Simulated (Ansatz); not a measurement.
Runs of Ansatz 0.2.0 on AlNi. It takes space group Pm-3m (No. 221, cubic). Conventional cell: a = 2.881 Å, b = 2.881 Å, c = 2.881 Å, α = 90.00°, β = 90.00°, γ = 90.00°. Ni (site symmetry m-3m) has 8 Al at 2.50 Å as nearest neighbours. Al (site symmetry m-3m) is surrounded by 8 Ni at 2.50 Å. 

| task | level | k mesh | cutoff (eV) | atoms under strain | q mesh | points for each segment of the path | gap on the mesh (eV) | moment (μB) | V0 of scaled cells (Å³/atom) | B0 (GPa) |
| --- | --- | --- | --- | --- | --- | --- | --- | --- | --- | --- |
| elastic constants | PBEsol | 8 × 8 × 8 | 420 | clamped | - | - | none | 0.00 | - | - |
| equation of state | LDA | 9 × 9 × 9 | 420 | - | - | - | - | - | 11.36 | 187 |
| phonons | PBEsol | 8 × 8 × 8 | 420 | - | 2 × 2 × 2 | 8 | none | 0.00 | - | - |
| equation of state | r2SCAN | 9 × 9 × 9 | 500 | - | - | - | - | - | 11.73 | (a) |

Alike in all rows: potentials or basis Ansatz PAW; spin collinear, ferromagnetic start; cell as given; smearing fermi-dirac 0.05 eV.

Question: Fill in the values left out.

Answer: (a) 177.

Caveats: the PAW data sets come from PBE, with cores solved anew for the run's functional, which leaves a small shift of forces and pressure (some runs); the cell is more than 3 GPa from zero pressure, which shifts response properties (some runs); elastic constants of metals need much finer meshes, so these are rough (some runs); the magnetic or orbital state may not be the lowest (some runs); the PAW data sets were made with another functional, which shifts forces and pressure a little (some runs).

A gap of «none» marks a metal or a gap under the smearing width.

Runs at the PBE level aren't shown here.
